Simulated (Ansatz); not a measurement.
## Computed properties of Ag2O (Pn-3m)

All numbers come from Ansatz. No magnetic order and no zero-point or thermal motion.

Ag2O (started from an entry of an open crystallographic database), relaxed with r2SCAN. It is cubic, Pn-3m (No. 224); a = 4.756 Å in the conventional setting, 17.93 Å³ an atom. Around Ag lie 2 O at 2.06 Å; around O lie 4 Ag at 2.06 Å.

```cif
data_structure
_symmetry_space_group_name_H-M 'Pn-3m:1'
_symmetry_Int_Tables_number 224
_cell_length_a 4.7561
_cell_length_b 4.7561
_cell_length_c 4.7561
_cell_angle_alpha 90.000
_cell_angle_beta 90.000
_cell_angle_gamma 90.000
_cell_volume 107.59
loop_
_atom_site_label
_atom_site_type_symbol
_atom_site_symmetry_multiplicity
_atom_site_Wyckoff_symbol
_atom_site_fract_x
_atom_site_fract_y
_atom_site_fract_z
_atom_site_occupancy
Ag1 Ag 4 b 0.25000 0.25000 0.25000 1
O1 O 2 a 0.00000 0.00000 0.00000 1
```

Band edges at fixed r2SCAN geometry:
```json
{"level": "LDA", "k mesh": "6×6×6", "gap (eV)": "0", "kind": "–", "edges": "–", "least direct gap (eV)": "–", "rough cost": "9 core-seconds"}
{"level": "PBE", "k mesh": "6×6×6", "gap (eV)": "0", "kind": "–", "edges": "–", "least direct gap (eV)": "–", "rough cost": "16 core-seconds"}
{"level": "PBE+SOC", "k mesh": "6×6×6", "gap (eV)": "0.14", "kind": "direct", "edges": "Γ", "least direct gap (eV)": "0.14", "rough cost": "50 core-seconds"}
{"level": "r2SCAN", "k mesh": "6×6×6", "gap (eV)": "0.24", "kind": "direct", "edges": "Γ", "least direct gap (eV)": "0.24", "rough cost": "20 core-seconds"}
{"level": "HSE06", "k mesh": "4×4×4", "gap (eV)": "1.14", "kind": "direct", "edges": "Γ", "least direct gap (eV)": "1.14", "rough cost": "4 core-minutes"}
```
All runs use a smearing of 0.02 eV.
Wave cutoffs: 420 eV, 500 eV (r2SCAN).
Costs come from shared machines and give only the order; PBE's includes the band path. The runs had 4 threads of Intel(R) Xeon(R) Processor @ 2.70GHz (shared host).

HSE06 gives a direct gap of 1.14 eV at Γ. PBE+SOC gives a direct gap of 0.14 eV at Γ.

The levels disagree on the kind of gap: direct with PBE+SOC, r2SCAN, HSE06; zero gap with LDA, PBE.

Only the levels marked +SOC include spin-orbit coupling.

The meshes of the hybrids are coarse, so their gaps aren't converged to the digits shown.
